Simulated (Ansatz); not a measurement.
MnAs:

```xyz
4
Lattice="3.7100 0.0000 0.0000 -1.8550 3.2130 0.0000 0.0000 0.0000 5.6910" Properties=species:S:1:pos:R:3 pbc="T T T"
As    1.8550    1.0710    4.2683
As    0.0000    2.1420    1.4227
Mn    0.0000    0.0000    2.8455
Mn    0.0000    0.0000    0.0000
```

| Quantity | Value |
| --- | --- |
| Program | Ansatz 0.2.0 |
| Task | single point |
| Functional | PBEsol |
| Potentials or basis | Ansatz PAW |
| Cutoff | 420 eV (not typed: the program's choice for these potentials) |
| k mesh | 8 × 8 × 5 |
| Occupations | fermi-dirac, width 0.05 eV |
| Spin | collinear spin, ferromagnetic start |
| Starting moments | [0.0, 0.0, 4.0, 4.0] μB |

On this cell: pressure -8.7 GPa; largest force under 0.003 eV/Å; net moment 6.23 μB per cell; site moments As -0.12; Mn +3.12 μB; band gap on the k mesh none (metal or under the smearing width).

The same run follows on a disturbed copy (atoms moved at random, drawn with an rms of 0.05 Å):

```
As Mn
1.0
     3.71000    0.00000    0.00000
    -1.85500    3.21295    0.00000
     0.00000    0.00000    5.69100
As Mn
2 2
Direct
  0.65078 0.32644 0.75437
  0.33156 0.66783 0.23819
  0.99495 0.99580 0.49976
  0.00557 0.00504 0.99625
```

Question: What changes?

Answer: The energy (extrapolated to zero smearing) moves by +5.7 meV/atom; pressure -8.5 GPa; largest force 0.405 eV/Å; net moment 6.23 μB per cell; site moments As -0.11; Mn +3.20, +2.99 μB; band gap on the k mesh none (metal or under the smearing width).

Forces on the atoms (eV/Å):
```
As   0.306  0.165 -0.209
As   0.032 -0.017  0.265
Mn  -0.089  0.011 -0.113
Mn  -0.249 -0.159  0.057
```

Stress tensor (GPa, compression positive):
```
 -7.31   0.37  -0.13
  0.37  -7.79  -0.08
 -0.13  -0.08 -10.47
```

Caveats: only a ferromagnetic start was run, and an antiferromagnetic order may lie lower in energy; the PAW data sets come from PBE, with cores solved anew for the run's functional, which leaves a small shift of forces and pressure.
